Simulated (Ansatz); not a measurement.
Notes on a calculation: ZnS

**The experiment.** The Crystallography Open Database holds a cell as deposited of cubic ZnS (space group F-43m), temperature not stated (1961): a = 5.409 Å, 19.79 Å³/atom.

“Electronic, vibrational, and thermodynamic properties of ZnS (zincblende and rocksalt structure)”, 2009, arxiv:0911.5022 quotes, for a bulk crystal of ZnS: band gap 3.85 eV (direct) at 19 K; bulk modulus 76.9 GPa.

The results are compared with them further down.

Method: PBE, scalar-relativistic; no spin polarisation; PAW, 420 eV, Γ-centred 12×12×12 mesh, 0.05 eV Gaussian smearing; code Ansatz; PAW files: Ansatz's generated set soft_2.

The chain of runs began from a cell as deposited in COD, expanded in volume.

The start, 1 % over the database's volume:

```cif
data_structure
_symmetry_space_group_name_H-M 'P 1'
_symmetry_Int_Tables_number 1
_cell_length_a 3.8377
_cell_length_b 3.8377
_cell_length_c 3.8377
_cell_angle_alpha 60.000
_cell_angle_beta 60.000
_cell_angle_gamma 60.000
_cell_volume 39.97
loop_
_atom_site_label
_atom_site_type_symbol
_atom_site_fract_x
_atom_site_fract_y
_atom_site_fract_z
_atom_site_occupancy
Zn1 Zn 0.00000 0.00000 0.00000 1
S1 S 0.75000 0.75000 0.75000 1
```

The steps in volume:

| run | level | k-mesh | kind | V (Å³/atom) | P (GPa) | E − E(final) (meV/atom) | gap on the mesh (eV) |
| --- | --- | --- | --- | --- | --- | --- | --- |
| 1 | PBE | 12×12×12 | fixed cell | 19.98 | 0.6 | 0.4 | 2.05 |
| 2 | PBE | 12×12×12 | fixed cell | 20.07 | 0.3 | 0.1 | 2.04 |
| 3 | PBE | 12×12×12 | fixed cell | 20.16 | 0.0 | 0.0 | 2.01 |

The final structure (symmetry read at 0.01 Å). It takes space group F-43m (No. 216, cubic). Conventional cell: a = 5.444 Å, b = 5.444 Å, c = 5.444 Å, α = 90.00°, β = 90.00°, γ = 90.00°. Zn (site symmetry -43m) has 4 S at 2.36 Å as nearest neighbours. S (site symmetry -43m) has 4 Zn at 2.36 Å as nearest neighbours. (Shells end 15 % past the nearest neighbour.)

```tsv
atom	site	symmetry	x	y	z
Zn	4a	-43m	0.0000	0.0000	0.0000
S	4c	-43m	0.2500	0.2500	0.2500
```

At the final geometry the gap, band path included, is 2.01 eV. The equation of state gives B0 = 70 GPa and B0′ = 4.4. Against the elements' standard states, run alike and uncorrected, the formation energy is -0.82 eV/atom. 

**Why it comes out so.**

Formal charges Zn²⁺, S²⁻ balance and leave closed shells on every ion, so a band insulator is expected, and the gap is 2.01 eV.

Within 0.6 eV of the edges the projected states are 90 % S 3p at the top of the valence band and 59 % Zn 4s at the bottom of the conduction band. The lowest excitation takes an electron from S back to Zn, as in polar semiconductors.

Shannon's ionic radii give a check on the bond lengths: Zn²⁺ with 4 neighbours 0.60 Å + S²⁻ 1.84 Å (six-fold value) = 2.44 Å against a computed mean of 2.36 Å. The largest miss is -3 %; bonds shorter than the sum are usual where the bond is partly covalent, as with large, soft anions.

**Against experiment.** PBE gives 5.444 Å and 20.16 Å³/atom, +1.9 % in volume (+0.6 % in length) from the database's cell. PBE usually overestimates volumes by a few per cent. The static lattice also lacks zero-point motion and thermal expansion, roughly 0.9 to 2.2 % in volume at 300 K (room temperature assumed) by Grüneisen's rule, γ·3k_BT/(B0·V0) with γ of 1 to 2.5, so its own overestimate is larger than the figure. A measured gap of ZnS is 3.85 eV (direct; 19 K; quoted in “Electronic, vibrational, and thermodynamic properties of ZnS (zincblende and rocksalt structure)”, 2009, arxiv:0911.5022); the calculated 2.01 eV misses it by -1.84 eV. Kohn–Sham gaps of semilocal functionals mostly fall below measured ones. Temperature and excitons aren't in the calculation. Against the measured bulk modulus of ZnS, 76.9 GPa (quoted in “Electronic, vibrational, and thermodynamic properties of ZnS (zincblende and rocksalt structure)”, 2009, arxiv:0911.5022), the calculated 70 GPa is off by -9.6 %. Bulk moduli follow the volume steeply: with B0′ near 4, a cell 1 % too large is about 4 % too soft, and one too small too stiff.

Semilocal functionals underestimate band gaps, commonly by a third or more.
